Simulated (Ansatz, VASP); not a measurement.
LiF: VASP beside Ansatz

```
Li F
1.0
     0.00000    2.01786    2.01786
     2.01786    0.00000    2.01786
     2.01786    2.01786    0.00000
Li F
1 1
Direct
  0.00000 0.00000 0.00000
  0.25000 0.25000 0.25000
```

Change from the starting cell: hydrostatic strain -5.9%.

Alike in both runs: task single point; functional PBE; k mesh 10 × 10 × 10; occupations fermi-dirac, width 0.02 eV; no spin polarisation.

|  | VASP | Ansatz |
| --- | --- | --- |
| version | VASP 6.6.1 | Ansatz 0.2.0 |
| potentials or method | VASP PAW PBE potentials, release 64 (Li_sv, F) | plane waves, PAW |
| plane-wave cutoff (eV) | 520 | 420 |
| valence electrons in the cell | 10 | 10 |

Ansatz gave:

- gap on the k mesh at the Fermi level (eV): 9.04

Q: What did VASP give for the same quantities?

A: gap on the k mesh at the Fermi level (eV): 9.02.

 A k mesh can miss the band edges.
